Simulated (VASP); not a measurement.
Here is a VASP 6.6.1 calculation.

Contents of INCAR:

```
PREC = Accurate
ENCUT = 520
EDIFF = 1E-6
ISMEAR = 0
SIGMA = 0.01
LREAL = False
LASPH = True
NELM = 80
ALGO = Fast
ISIF = 2
LWAVE = False
LCHARG = False
GGA = PE
NBANDS = 12
```

KPOINTS

```
regular mesh
0
Gamma
  1 1 1
```

POSCAR

```
SbH3
1.0
   11.0000000000      0.0000000000      0.0000000000
    0.0000000000     12.0000000000      0.0000000000
    0.0000000000      0.0000000000     11.0000000000
Sb H
1 3
Direct
    0.5558680000      0.4626310000      0.4375780000
    0.5871800000      0.4949490000      0.5872740000
    0.4145890000      0.4073220000      0.4838100000
    0.4906570000      0.5911720000      0.4259200000
```

Potentials or basis: VASP PAW PBE potentials, release 64 (Sb, H).

Run with:

```sh
$ cat potpaw_PBE.64/Sb/POTCAR potpaw_PBE.64/H/POTCAR > POTCAR
$ mpirun -np 1 vasp_gam > vasp.out
```

Problem. Estimate the largest force.

Solution. 0.517 eV/Å.

Problem. What does it give for the gap between the frontier levels?

Solution. 5.45 eV.

Forces in eV/Å, atoms in the order of the input:
```
Sb  -0.277 -0.393  0.190
H    0.104 -0.064  0.102
H    0.340  0.112 -0.144
H   -0.167  0.346 -0.148
```

Caveat: spin-orbit coupling is left out, which moves the levels of the heavy elements.
